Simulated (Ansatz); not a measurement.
Crystal: HfN.

```
Hf N
1.0
     0.00000    2.45482    2.45482
     2.45482    0.00000    2.45482
     2.45482    2.45482    0.00000
Hf N
1 1
Cartesian
  0.0000 0.0000 0.0000
  1.2274 1.2274 1.2274
```

The cell comes from a database or a generator and needn't be the stable form of this composition.

```yaml
Program: Ansatz 0.2.0
Task: single point
Functional: PBE
Potentials_or_basis: all-electron LAPW, scalar-relativistic
Cutoff: 392 eV (chosen from the basis error)
Basis_error_allowed: 0.001 eV/atom
k_mesh: 9 × 9 × 9
Occupations: fermi-dirac, width 0.05 eV
Spin: no spin polarisation
```

On this cell: pressure 0.7 GPa; largest force zero by symmetry; band gap on the k mesh none (metal or under the smearing width).

The same run follows on a disturbed copy (atoms moved at random, drawn with an rms of 0.05 Å):

```
Hf N
1.0
     0.00000    2.45482    2.45482
     2.45482    0.00000    2.45482
     2.45482    2.45482    0.00000
Hf N
1 1
Direct
  0.99847 0.99706 0.99660
  0.26378 0.24281 0.23936
```

**Question.** What does the disturbed cell give?

**Answer.** The energy (extrapolated to zero smearing) moves by +6.0 meV/atom; pressure 0.9 GPa; largest force 0.561 eV/Å; band gap on the k mesh none (metal or under the smearing width).

Forces in eV/Å, atoms in the order of the input:
```
Hf  -0.356  0.266  0.344
N    0.356 -0.266 -0.344
```

Stress tensor (GPa, compression positive):
```
 0.95 -1.63 -1.25
-1.63  0.95  1.69
-1.25  1.69  0.95
```
